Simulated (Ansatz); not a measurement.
This Ansatz 0.2.0 run on AlNi needs a look.

The input input.yaml:

```yaml
crystal:
  lattice:
    - [2.881, 0.0, 0.0]
    - [0.0, 2.881, 0.0]
    - [0.0, 0.0, 2.881]
  atoms:
    - { symbol: Ni, position: [0.5, 0.5, 0.5] }
    - { symbol: Al, position: [0.0, 0.0, 0.0] }
hamiltonian:
  xc: pbe
  pseudopotentials: { kind: paw }
  hubbard: { sites: [{ species: Ni, l: d, u_eff: 40.0 }] }
magnetization:
  spin_polarized: true
  initial_magnetization: 0.0
  spin_locking: { lock_magnetization: hard }
kpoints:
  mp_grid: { grid: [8, 8, 8] }
scf:
  occupations: { method: fermi_dirac, width: 0.05 }
  max_iter: 80
output:
  forces: true
  stress: true
  eigenvalues: true
```

Potentials or basis: Ansatz PAW.

Launch:

```bash
$ ansatz run input.yaml --threads 2 --pin off --max-ram 5632MiB --backend cpu --events-out ev --progress --plain --runs-dir out
```

Output:

```text
Warning: output.stress: scf.convergence.dr2_threshold = 1e-7 eV (the SCF's general default) is looser than the 2e-10 eV advised for a printed stress (1e-10 eV for each atom of the cell: 2). What an SCF threshold leaves in a stress goes as its square root, and in the free energy as the threshold itself, and one threshold admits the most on a small cell: of the crystals measured, under no hybrid functional and no lock of the moments, on runs that ended without the residual-converged pass, on stresses that held no estimate of that error, the worst erred by over 100 MPa in a component at 1e-7 eV an atom and by under 5 at 1e-10. Set scf.convergence.dr2_threshold to 2e-10 eV or tighter. The threshold is an SCF's pass mark: one that does not reach it within its budget of iterations ends unconverged, or closes short of it on a stop that the run arms, and scf.convergence.dr2_threshold's page says what that costs each kind of run
Warning: RAYON_NUM_THREADS=2 ignored (pool sized by the plan → 2); use --threads N
Ni: projections on atomic orbitals take those of the free atom [Ne] 3s2 3p6 3d8 4s2, of charge +0.00 (hamiltonian.pseudopotentials.projection_atoms); the dataset's partial waves leave at most 1.6e-6 of an orbital's norm unspanned inside its sphere
Al: projections on atomic orbitals take those of the free atom [Ne] 3s2 3p1, of charge +0.00 (hamiltonian.pseudopotentials.projection_atoms); the dataset's partial waves leave at most 3.3e-8 of an orbital's norm unspanned inside its sphere
Engine: ansatz 0.2.0, x86_64-unknown-linux-gnu
Pseudopotentials: kind: paw
Pseudopotential: Ni, paw, valence charge 18, recommended cutoff 420 eV (normal), Ni.paw.azcp
Pseudopotential: Al, paw, valence charge 3, recommended cutoff 420 eV (normal), Al.paw.azcp
Functional definition: PBE
  parameter kappa = 0.804
  parameter beta = 0.06672455060314922
[... 48 lines left out ...]
  E_vhub       = -182.122825  (the Hubbard potential's part of the band-sum identity)
  E_paw        = -2137.506666  (= ΣΔE_a)
  E_vpaw       = -600.931446  (= ΣTr[D̂ρ^β])
  E_aug_tail   = 0.000502  (compensation charges beyond the density's cutoff)
  E_ewald      = -2577.614375
  E_smearing   = -0.004341  (= −TS)
  E_closure    = -0.000000  (closes the sum)
  Σ components = -6367.621867   (vs F -6367.621867, Δ=0.00e0)
--- Forces (eV/Å), atoms counted from 1 ---
  atom   1  Ni     0.00000000     0.00000000     0.00000000
  atom   2  Al    -0.00000000     0.00000000    -0.00000000
  max |Σ_I F_I| component: 6.97e-30 eV/Å
--- Stress (GPa, compression-positive) ---
       14.425746       0.000000       0.000000
       -0.000000      14.425746       0.000000
        0.000000       0.000000      14.425746
  P = ⅓ Tr σ = 14.4257 GPa (144.257 kbar)
[... 5 lines left out ...]
Occupation matrices written to <dir>
```

**Question.** Diagnose the run.

**Answer.** The calculation finished and met its thresholds. The input holds a flaw that was put in on purpose: an enormous or negative U (hamiltonian.hubbard = {"sites": [{"species": "Ni", "l": "d", "u_eff": 40.0}]}). The program doesn't stop on it, so the numbers can't be trusted though the run ends normally.
